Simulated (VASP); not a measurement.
A run of VASP 6.6.1:

INCAR

```
SYSTEM = Al
PREC = Accurate
ENCUT = 520
EDIFF = 1E-6
ISMEAR = 0
SIGMA = 0.1
LREAL = .False.
LASPH = .True.
NELM = 100
ALGO = Normal
ISIF = 2
LWAVE = .False.
LCHARG = .False.
GGA = PE
NBANDS = 8
```

File KPOINTS:

```
regular mesh
0
Gamma
  18 18 18
  0 0 0
```

POSCAR

```
Al
1.0
   -1.6175102217      1.6175102217      1.6175102217
    1.6175102217     -1.6175102217      1.6175102217
    1.6175102217      1.6175102217     -1.6175102217
Al
1
Direct
    0.0000000000      0.0000000000      0.0000000000
```

Potentials or basis: VASP PAW PBE potentials, release 64 (Al).

The run is started by

```bash
$ cat potpaw_PBE.64/Al/POTCAR > POTCAR
$ mpirun -np 1 vasp_std > vasp.out
```

Hardware: 1 thread of Intel(R) Xeon(R) 6975P-C (Granite Rapids), on a shared host.

**Question.** Estimate the wall time of this run.

**Answer.** Wall time 5.8 s on 1 thread of Intel(R) Xeon(R) 6975P-C (Granite Rapids), with other jobs on the host, peak memory 0.14 GiB. Counts: scf iterations 9, k points 195.
